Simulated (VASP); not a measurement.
A run of VASP 6.6.1 is set up as follows.

File POSCAR:

```
ZnCu2SnSe4
1.0
   -2.8856370000      2.8856370000      5.7398310000
    2.8856370000     -2.8856370000      5.7398310000
    2.8856370000      2.8856370000     -5.7398310000
Zn Cu Sn Se
1 2 1 4
Direct
    0.7500000000      0.2500000000      0.5000000000
    0.2500000000      0.7500000000      0.5000000000
    0.0000000000      0.0000000000      0.0000000000
    0.5000000000      0.5000000000      0.0000000000
    0.6297540000      0.6365340000      0.5262470000
    0.1102870000      0.1035070000      0.4737530000
    0.8964930000      0.3702460000      0.0067800000
    0.3634660000      0.8897130000      0.9932200000
```

INCAR.step1

```
ALGO = Normal ; EDIFF = 1E-6
ENCUT = 520 ; GGA = PE
ISIF = 2 ; ISMEAR = 0
LASPH = True ; LCHARG = True
LMAXMIX = 4 ; LREAL = False
LWAVE = False ; NELM = 100
PREC = Accurate ; SIGMA = 0.02
```

KPOINTS.step1

```
k-points
0
Gamma
  8 8 8
```

INCAR.step2

```
ALGO = Normal ; EDIFF = 1E-6
ENCUT = 520 ; GGA = PE
ICHARG = 11 ; ISIF = 2
ISMEAR = 0 ; LASPH = True
LCHARG = False ; LMAXMIX = 4
LREAL = False ; LWAVE = False
NELM = 100 ; PREC = Accurate
SIGMA = 0.05
```

KPOINTS.step2

```
path GXYSGZS1NPY1Z,XP
10
line-mode
reciprocal
 0.0000000000  0.0000000000  0.0000000000  G
 0.0000000000  0.0000000000  0.5000000000  X

 0.0000000000  0.0000000000  0.5000000000  X
-0.1263732601  0.1263732601  0.5000000000  Y

-0.1263732601  0.1263732601  0.5000000000  Y
-0.3131866300  0.3131866300  0.3131866300  S

-0.3131866300  0.3131866300  0.3131866300  S
 0.0000000000  0.0000000000  0.0000000000  G

 0.0000000000  0.0000000000  0.0000000000  G
 0.5000000000  0.5000000000 -0.5000000000  Z

 0.5000000000  0.5000000000 -0.5000000000  Z
 0.3131866300  0.6868133700 -0.3131866300  S1

 0.3131866300  0.6868133700 -0.3131866300  S1
 0.0000000000  0.5000000000  0.0000000000  N

 0.0000000000  0.5000000000  0.0000000000  N
 0.2500000000  0.2500000000  0.2500000000  P

 0.2500000000  0.2500000000  0.2500000000  P
 0.5000000000  0.5000000000 -0.1263732601  Y1

 0.5000000000  0.5000000000 -0.1263732601  Y1
 0.5000000000  0.5000000000 -0.5000000000  Z

 0.0000000000  0.0000000000  0.5000000000  X
 0.2500000000  0.2500000000  0.2500000000  P
```

Potentials or basis: VASP PAW PBE potentials, release 64 (Zn, Cu, Sn_d, Se).

The run is started by

```console
$ cat potpaw_PBE.64/Zn/POTCAR potpaw_PBE.64/Cu/POTCAR potpaw_PBE.64/Sn_d/POTCAR potpaw_PBE.64/Se/POTCAR > POTCAR
$ cp INCAR.step1 INCAR
$ cp KPOINTS.step1 KPOINTS
$ mpirun -np 1 vasp_std > vasp.out
$ cp INCAR.step2 INCAR
$ cp KPOINTS.step2 KPOINTS
$ mpirun -np 1 vasp_std > vasp.out
```

Problem. Predict the band gap along the path.

Solution. 0.03 eV, indirect (least direct gap 0.05 eV).

Problem. Estimate the band gap on the k mesh.

Solution. 0.05 eV, direct.

Levels at the corners of the path, in eV from the valence-band top:
| point | band 33 | band 34 | band 35 | band 36 | band 37 | band 38 | band 39 | band 40 |
| --- | --- | --- | --- | --- | --- | --- | --- | --- |
| Γ | -1.46 | -0.26 | -0.02 | -0.02 | 0.03 | 1.78 | 2.29 | 3.41 |
| X | -0.83 | -0.71 | -0.51 | -0.36 | 0.18 | 1.81 | 2.60 | 3.68 |
| X | -0.83 | -0.71 | -0.51 | -0.36 | 0.18 | 1.81 | 2.60 | 3.68 |
| Y | -0.84 | -0.77 | -0.67 | -0.57 | 0.46 | 2.03 | 3.03 | 3.50 |
| Y | -0.84 | -0.77 | -0.67 | -0.57 | 0.46 | 2.03 | 3.03 | 3.50 |
| S | -1.33 | -1.08 | -0.68 | -0.56 | 1.14 | 2.24 | 2.72 | 3.48 |
| S | -1.33 | -1.08 | -0.68 | -0.56 | 1.14 | 2.24 | 2.72 | 3.48 |
| Γ | -1.46 | -0.26 | -0.02 | -0.02 | 0.03 | 1.78 | 2.29 | 3.41 |
| Γ | -1.46 | -0.26 | -0.02 | -0.02 | 0.03 | 1.78 | 2.29 | 3.41 |
| Z | -1.08 | -1.08 | -0.85 | -0.85 | 0.89 | 1.84 | 1.84 | 2.06 |
| Z | -1.08 | -1.08 | -0.85 | -0.85 | 0.89 | 1.84 | 1.84 | 2.06 |
| S1 | -1.33 | -1.08 | -0.68 | -0.56 | 1.14 | 2.24 | 2.72 | 3.48 |
| S1 | -1.33 | -1.08 | -0.68 | -0.56 | 1.14 | 2.24 | 2.72 | 3.48 |
| N | -1.18 | -1.11 | -1.03 | -0.52 | 1.29 | 2.79 | 2.90 | 3.80 |
| N | -1.18 | -1.11 | -1.03 | -0.52 | 1.29 | 2.79 | 2.90 | 3.80 |
| P | -0.77 | -0.75 | -0.62 | -0.61 | 0.51 | 2.35 | 2.50 | 3.05 |
| P | -0.77 | -0.75 | -0.62 | -0.61 | 0.51 | 2.35 | 2.50 | 3.05 |
| Y1 | -0.84 | -0.77 | -0.67 | -0.57 | 0.46 | 2.03 | 3.03 | 3.50 |
| Y1 | -0.84 | -0.77 | -0.67 | -0.57 | 0.46 | 2.03 | 3.03 | 3.50 |
| Z | -1.08 | -1.08 | -0.85 | -0.85 | 0.89 | 1.84 | 1.84 | 2.06 |
| X | -0.83 | -0.71 | -0.51 | -0.36 | 0.18 | 1.81 | 2.60 | 3.68 |
| P | -0.77 | -0.75 | -0.62 | -0.61 | 0.51 | 2.35 | 2.50 | 3.05 |

Caveat: the log is that of the step along the path at fixed density, whose energy, stress, charges and moments have no meaning; spin-orbit coupling is left out, which moves the levels of the heavy elements.
